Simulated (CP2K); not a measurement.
Crystal: CdO2.

```xyz
3
Lattice="3.4762 0.0000 0.0000 -1.7381 3.0105 0.0000 0.0000 0.0000 4.1481" Properties=species:S:1:pos:R:3 pbc="T T T"
Cd    0.0000    0.0000    0.0000
O     0.0000    2.0070    1.0130
O     1.7381    1.0035    3.1350
```

The cell comes from a database or a generator and needn't be the stable form of this composition.

Base run:

* Program: CP2K 2026.2
* Functional: SCAN
* Potentials or basis: POTENTIAL_UZH Cd GTH-SCAN-q12, O GTH-SCAN-q6; TZVP-MOLOPT-SCAN-GTH basis
* Density cutoff: 11565 eV
* k mesh: 9 × 9 × 7
* Occupations: fermi-dirac, width 0.1 eV
* Spin: no spin polarisation

Its results: band gap on the k mesh none (metal or under the smearing width); pressure -8.0 GPa; largest force 0.130 eV/Å.

Question: The run is repeated on the same cell with these changes: functional from SCAN to TASK; ngrids from 5 to 4. What comes out?

Answer: Band gap on the k mesh none (metal or under the smearing width); pressure -3.9 GPa; largest force 0.456 eV/Å.

Caveats: the basis of atomic orbitals isn't converged, which shifts pressures, moduli and gaps; the potentials were made for another functional, which shifts forces and pressure (some runs).
